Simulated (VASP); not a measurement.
# Te2Mo in VASP: phonons with LDA

Aim: the phonons of Te2Mo with LDA.

Program: VASP 6.6.1. These are calculated values, not measurements. Logs are shortened: lines on timing, memory, paths and dates and some standing lists are left out, and cuts for length are marked.

## (1) The structure

The cell holds a slab with vacuum, 12 atoms: a = 3.473 Å, b = 3.473 Å, c = 42.566 Å, α = 90.00°, β = 90.00°, γ = 120.00°.

## (2) Phonons, LDA

The input, POSCAR:

```
Te2Mo
1.0
    3.4725764038      0.0000000000      0.0000000000
   -1.7362882019      3.0073393865      0.0000000000
    0.0000000000      0.0000000000     42.5655888000
  Te              Mo
     8     4
Direct
     0.3333333300000021    0.6666666699999979    0.2148011288685269
     0.3333333300000021    0.6666666699999979    0.2993063787998316
     0.6666666699999979    0.3333333300000021    0.3766941349677196
     0.6666666699999979    0.3333333300000021    0.4612929171197179
     0.3333333300000021    0.6666666699999979    0.5387070828802821
     0.3333333300000021    0.6666666699999979    0.6233058650322804
     0.6666666699999979    0.3333333300000021    0.7006936212001684
     0.6666666699999979    0.3333333300000021    0.7851988711314731
     0.6666666699999979    0.3333333300000021    0.2569828886447338
     0.3333333300000021    0.6666666699999979    0.4189930629158366
     0.6666666699999979    0.3333333300000021    0.5810069370841634
     0.3333333300000021    0.6666666699999979    0.7430171113552662
```

The input, INCAR.step1:

```
SYSTEM = Te2Mo
PREC = Accurate
ENCUT = 600
EDIFF = 1E-8
ISMEAR = 0
SIGMA = 0.03
LREAL = .False.
LASPH = .True.
NELM = 80
ALGO = Fast
ISIF = 2
LWAVE = .False.
LCHARG = .False.
LATTICE_CONSTRAINTS = .TRUE. .TRUE. .FALSE.
KPAR = 8
IBRION = 2
NSW = 40
EDIFFG = -0.002
```

The input, INCAR.step2:

```
SYSTEM = Te2Mo
PREC = Accurate
ENCUT = 600
EDIFF = 1E-8
ISMEAR = 0
SIGMA = 0.03
LREAL = .False.
LASPH = .True.
NELM = 80
ALGO = Fast
ISIF = 2
LWAVE = .False.
LCHARG = .False.
LATTICE_CONSTRAINTS = .TRUE. .TRUE. .FALSE.
KPAR = 8
IBRION = 6
NFREE = 2
POTIM = 0.015
NSW = 1
```

The input, KPOINTS:

```
Automatic mesh
0
Gamma
  12 12 1
  0 0 0
```

Potentials or basis: VASP PAW LDA potentials, release 64 (Te, Mo_sv).

Started as:

```sh
$ cat potpaw_LDA.64/Te/POTCAR potpaw_LDA.64/Mo_sv/POTCAR > POTCAR
$ cp INCAR.step1 INCAR
$ mpirun -np 8 vasp_std > vasp.out
$ cp CONTCAR POSCAR
$ cp INCAR.step2 INCAR
$ mpirun -np 8 vasp_std > vasp.out
```

OUTCAR:

```text
SYSTEM = Te2Mo
   PREC = Accurate
   ENCUT = 600
   EDIFF = 1E-8
   ISMEAR = 0
   LREAL = .False.
   LASPH = .True.
   NELM = 80
   ISIF = 2
   IBRION = 6
   NFREE = 2
   POTIM = 0.015
   NSW = 1

 ion  position               nearest neighbor table
   1  0.333  0.667  0.215-   9 2.69   9 2.69   9 2.69   2 3.60
   2  0.333  0.667  0.299-   9 2.70   9 2.70   9 2.70   1 3.60
   3  0.667  0.333  0.377-  10 2.69  10 2.69  10 2.69   4 3.60
   4  0.667  0.333  0.461-  10 2.69  10 2.69  10 2.69   3 3.60
   5  0.333  0.667  0.539-  11 2.69  11 2.69  11 2.69   6 3.60
   6  0.333  0.667  0.623-  11 2.69  11 2.69  11 2.69   5 3.60
   7  0.667  0.333  0.701-  12 2.70  12 2.70  12 2.70   8 3.60
   8  0.667  0.333  0.785-  12 2.69  12 2.69  12 2.69   7 3.60
   9  0.667  0.333  0.257-   1 2.69   1 2.69   1 2.69   2 2.70   2 2.70   2 2.70
  10  0.333  0.667  0.419-   3 2.69   3 2.69   3 2.69   4 2.69   4 2.69   4 2.69
  11  0.667  0.333  0.581-   6 2.69   6 2.69   6 2.69   5 2.69   5 2.69   5 2.69
  12  0.333  0.667  0.743-   8 2.69   8 2.69   8 2.69   7 2.70   7 2.70   7 2.70

  LATTYP: Found a hexagonal cell.
 ALAT       =     3.4725764038
 C/A-ratio  =    12.2576392426

  Lattice vectors:

 A1 = (   3.4725764038,   0.0000000000,   0.0000000000)
 A2 = (  -1.7362882019,   3.0073393865,   0.0000000000)
 A3 = (   0.0000000000,   0.0000000000,  42.5655888000)

Analysis of symmetry for initial positions (statically):
=====================================================================
 Subroutine PRICEL returns:
 Original cell was already a primitive cell.

 Routine SETGRP: Setting up the symmetry group for a
 hexagonal supercell.

 Subroutine GETGRP returns: Found 12 space group operations
 (whereof 12 operations were pure point group operations)
 out of a pool of 24 trial point group operations.

The static configuration has the point symmetry D_3d.

Analysis of symmetry for dynamics (positions and initial velocities):
=====================================================================
 Subroutine PRICEL returns:
 Original cell was already a primitive cell.

 Routine SETGRP: Setting up the symmetry group for a
 hexagonal supercell.

 Subroutine GETGRP returns: Found 12 space group operations
 (whereof 12 operations were pure point group operations)
 out of a pool of 24 trial point group operations.

The dynamic configuration has the point symmetry D_3d.

 Subroutine INISYM returns: Found 12 space group operations
 (whereof 12 operations are pure point group operations),
 and found     1 'primitive' translations

----------------------------------------------------------------------------------------

                                     Primitive cell

  volume of cell :     444.5216

  direct lattice vectors                    reciprocal lattice vectors
     3.472576404  0.000000000  0.000000000     0.287970626  0.166259918  0.000000000
    -1.736288202  3.007339386  0.000000000     0.000000000  0.332519836  0.000000000
     0.000000000  0.000000000 42.565588800     0.000000000  0.000000000  0.023493156

  length of vectors
     3.472576404  3.472576407 42.565588800     0.332519836  0.332519836  0.023493156

  position of ions in fractional coordinates (direct lattice)
     0.333333330  0.666666670  0.214961893
     0.333333330  0.666666670  0.299457748
     0.666666670  0.333333330  0.376622925
     0.666666670  0.333333330  0.461211903
     0.333333330  0.666666670  0.538788097
     0.333333330  0.666666670  0.623377075
     0.666666670  0.333333330  0.700542252
     0.666666670  0.333333330  0.785038107
     0.666666670  0.333333330  0.257139883
     0.333333330  0.666666670  0.418916888
     0.666666670  0.333333330  0.581083112
     0.333333330  0.666666670  0.742860117

[... 80 lines left out ...]
   EDIFF  = 0.1E-07   stopping-criterion for ELM
   LREAL  =      F    real-space projection
   EDIFFG = 0.1E-06   stopping-criterion for IOM
   NSW    =    181    number of steps for IOM
   IBRION =      6    ionic relax: 0-MD 1-quasi-New 2-CG
   NFREE  =      2    steps in history (QN), initial steepest desc. (CG)
   ISIF   =      2    stress and relaxation
   ISYM   =      2    0-nonsym 1-usesym 2-fastsym
   POTIM  = 0.0150    time-step for ionic-motion
   TEBEG  =    0.0;   TEEND  =   0.0 temperature during run
   PSTRESS=    0.0 pullay stress
   NELECT =     104.0000    total number of electrons
   NUPDOWN=      -1.0000    fix difference up-down
   EMIN   =  10.00;   EMAX   =-10.00  energy-range for DOS
   EFERMI =   0.00;   METHOD = LEGACY
   ISMEAR =     0;   SIGMA  =   0.03  broadening in eV -4-tet -1-fermi 0-gaus
   EFERMI_NEDOS =   21; number of points for ismear=-14 and -15
   IALGO  =     68    algorithm
   IMIX   =      4    mixing-type and parameters
     AMIX     =   0.40;   BMIX     =  1.00
     AMIX_MAG =   1.60;   BMIX_MAG =  1.00
  volume/ion in A,a.u.               =      37.04       249.98
  Fermi-wavevector in a.u.,A,eV,Ry     =   1.008761  1.906282 13.845273  1.017599
  Thomas-Fermi vector in A             =   2.141648
   LORBIT       =      0    0 simple, 1 ext, 2 COOP (PROOUT), +10 PAW based schemes
   GGA     = CA    functional components
   LHFCALC =     F    Hartree Fock is set to
   AEXX    =    0.0000 exact exchange contribution
   IVDW    =     0    specifies the selected vdW correction
   LEPSILON=     F    determine dielectric tensor
   LRPA    =     F    only Hartree local field effects (RPA)
 finite differences with symmetry
 non-spin polarized calculation
 RMM-DIIS sequential band-by-band and
 Gauss-broadening in eV      SIGMA  =   0.03
  energy-cutoff  :      600.00
  volume of cell :      444.52
 maximum number of plane-waves:     14895
 NGX is ok and might be reduce to    28
   NGX = 13   NGY = 13   NGZ =171

--------------------------------------- Ionic step        1  -------------------------------------------

 number of electron     103.9999996 magnetization

 Free energy of the ion-electron system (eV)
  ---------------------------------------------------
  ext. energy  EPLUGINS =         0.00000000
  ---------------------------------------------------
  free energy    TOTEN  =       -82.37015072 eV

  energy without entropy =      -82.37015072  energy(sigma->0) =      -82.37015072

------------------------ aborting loop because EDIFF is reached ----------------------------------------

  FORCE on cell =-STRESS in cart. coord.  units (eV):
  Direction    XX          YY          ZZ          XY          YZ          ZX
  --------------------------------------------------------------------------------------
  -------------------------------------------------------------------------------------
  Total       -0.0160658     -0.0160658     -0.1241431      0.0000000      0.0000000      0.0000000
  in kB       -0.0579056     -0.0579056     -0.4474455      0.0000000      0.0000000      0.0000000
  external PRESSURE =      -0.1877522 kB  Pullay stress =       0.0000000 kB
[... 119 lines left out ...]
  FREE ENERGIE OF THE ION-ELECTRON SYSTEM (eV)
  ---------------------------------------------------
  free  energy   TOTEN  =       -82.3693495199 eV

  energy  without entropy=      -82.3693495199  energy(sigma->0) =      -82.36934952

[... ionic steps 4 to 22 ...]

--------------------------------------- Ionic step       23  -------------------------------------------

 number of electron     103.9999996 magnetization

------------------------ aborting loop because EDIFF is reached ----------------------------------------
[... 87 lines left out ...]
--------------------------------------- Ionic step       25  -------------------------------------------

 number of electron     103.9999995 magnetization

 Free energy of the ion-electron system (eV)
  ---------------------------------------------------
  ext. energy  EPLUGINS =         0.00000000
  ---------------------------------------------------
  free energy    TOTEN  =       -82.36759671 eV

  energy without entropy =      -82.36759671  energy(sigma->0) =      -82.36759671

 E-fermi :   4.0377     XC(G=0):  -7.3063

 val. band max:        3.7891043077   @ k =   0.0000   0.0000   0.0000
 cond. band min:       4.5490374480   @ k =   0.2500   0.1667   0.0000
 fundamental gap:      0.7599331404
 Fermi energy:         4.0377401860

 k-point     1 :       0.0000    0.0000    0.0000
  band No.  band energies     occupation
      1     -56.6648      2.00000
      2     -56.6587      2.00000
      3     -56.6456      2.00000
      4     -56.6212      2.00000
      5     -31.0537      2.00000
      6     -31.0498      2.00000
[... 1263 lines left out ...]
  FREE ENERGIE OF THE ION-ELECTRON SYSTEM (eV)
  ---------------------------------------------------
  free  energy   TOTEN  =       -82.3675967076 eV

  energy  without entropy=      -82.3675967076  energy(sigma->0) =      -82.36759671

 INTERNAL STRAIN TENSORS FROM DISPLACED ATOMS
 ============================================

 INTERNAL STRAIN TENSOR FOR ION    1 for displacements in x,y,z  (eV/Angst):
          X           Y           Z          XY          YZ          ZX
  --------------------------------------------------------------------------------
  x     0.00000     0.00000     0.00000    -3.69993     0.00000    12.02748
  y    -3.69993     3.69993     0.00000     0.00000    12.02748     0.00000
  z     9.84956     9.84956    26.14185     0.00000     0.00000     0.00000
[... 8 lines left out ...]
 INTERNAL STRAIN TENSOR FOR ION   12 for displacements in x,y,z  (eV/Angst):
          X           Y           Z          XY          YZ          ZX
  --------------------------------------------------------------------------------
  x     0.00000     0.00000     0.00000    -7.26845     0.00000    -0.20605
  y    -7.26845     7.26845     0.00000     0.00000    -0.20605     0.00000
  z     0.05030     0.05030    -0.11812    -0.00000     0.00000     0.00000

 Eigenvectors and eigenvalues of the dynamical matrix
   1 f  =    8.920363 THz    56.048293 2PiTHz  297.551278 cm-1    36.891640 meV
   2 f  =    8.913604 THz    56.005825 2PiTHz  297.325824 cm-1    36.863687 meV
   3 f  =    8.864681 THz    55.698434 2PiTHz  295.693934 cm-1    36.661359 meV
   4 f  =    8.833619 THz    55.503268 2PiTHz  294.657827 cm-1    36.532898 meV
   5 f  =    7.193184 THz    45.196111 2PiTHz  239.938805 cm-1    29.748607 meV
   6 f  =    7.193184 THz    45.196111 2PiTHz  239.938805 cm-1    29.748607 meV
[... 25 lines left out ...]
  32 f  =    0.322032 THz     2.023390 2PiTHz   10.741848 cm-1     1.331819 meV
  33 f  =    0.322032 THz     2.023390 2PiTHz   10.741848 cm-1     1.331819 meV
  34 f/i=    0.000700 THz     0.004396 2PiTHz    0.023337 cm-1     0.002893 meV
  35 f/i=    0.000700 THz     0.004396 2PiTHz    0.023337 cm-1     0.002893 meV
  36 f/i=    0.006454 THz     0.040551 2PiTHz    0.215281 cm-1     0.026691 meV

 ELASTIC MODULI CONTR FROM IONIC RELAXATION (kBar)
 Direction    XX          YY          ZZ          XY          YZ          ZX
 --------------------------------------------------------------------------------
 XX        -246.5456   -141.8229   -525.4897     -0.0000      2.2456      0.0000
 YY        -141.8229   -246.5456   -525.4897      0.0000     -2.2456     -0.0000
 ZZ        -525.4897   -525.4897  -1440.3954     -0.0000      0.0000     -0.0000
 XY          -0.0000      0.0000     -0.0000    -52.3613     -0.0000      2.2457
 YZ           2.2456     -2.2456      0.0000     -0.0000   -669.9194      0.0000
 ZX           0.0000     -0.0000     -0.0000      2.2457      0.0000   -669.9205
 --------------------------------------------------------------------------------
```

Wall time 87 min (8 MPI ranks of AMD EPYC 9R45 (Zen 5), shared host); peak memory 2.8 GiB.

Results:

| Quantity | Value |
| --- | --- |
| Highest phonon frequency at Γ, LO-TO splitting left out | 298 cm⁻¹ |

Phonon frequencies in cm⁻¹ (negative: imaginary):
```csv
q point,frequencies
"(0.000, 0.000, 0.000)",0 0 0 11 11 15 20 20 26 26 28 36 119 119 119 119 120 120 121 121 175 175 177 177 239 239 239 239 240 240 240 240 295 296 297 298
```
